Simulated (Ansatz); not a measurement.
## TiO₂: what a change does to the field gradients

Base: a structure deposited in the COD whose atoms were relaxed with PBE, the cell held.

```yaml
crystal:
  lattice:
    - [4.59400, 0.00000, 0.00000]
    - [0.00000, 4.59400, 0.00000]
    - [0.00000, 0.00000, 2.95900]
  atoms:
    - { symbol: Ti, position: [0.00000, 0.00000, 0.00000] }
    - { symbol: Ti, position: [0.50000, 0.50000, 0.50000] }
    - { symbol: O, position: [0.30428, 0.30428, 0.00000] }
    - { symbol: O, position: [0.19572, 0.80428, 0.50000] }
    - { symbol: O, position: [0.69572, 0.69572, 0.00000] }
    - { symbol: O, position: [0.80428, 0.19572, 0.50000] }
```

Sites (sets of like atoms) are named by element and the number of their first atom in this list.

Computed with Ansatz: DFT, PBE, plane waves and PAW, scalar-relativistic, 420 eV cutoff, Γ-centred 7×7×10 k-points, Fermi–Dirac smearing 0.02 eV.

(1) Variant: z stretched by 3 %, ions relaxed. What happens to the gradients (10²¹ V/m²)?

## Answers

(1) 

```csv
site,atoms,V_zz base,η base,V_zz variant,η variant
Ti,"1, 2",-2.01,0.10,2.22,0.61
O,"3, 4, 5, 6",2.40,1.00,-2.64,0.69
```

The largest change is on Ti, whose values along the first run's principal axes go from -2.01, 0.91, 1.10 to -1.79, 2.22, -0.44, with a new V_zz of 2.22 along another axis. On O, Ti the largest principal value lies along another axis in the second run, so the two V_zz can't be compared directly.

For the base: At this cell the principal stresses reach 5 GPa in size with PBE, which can matter for small gradients.
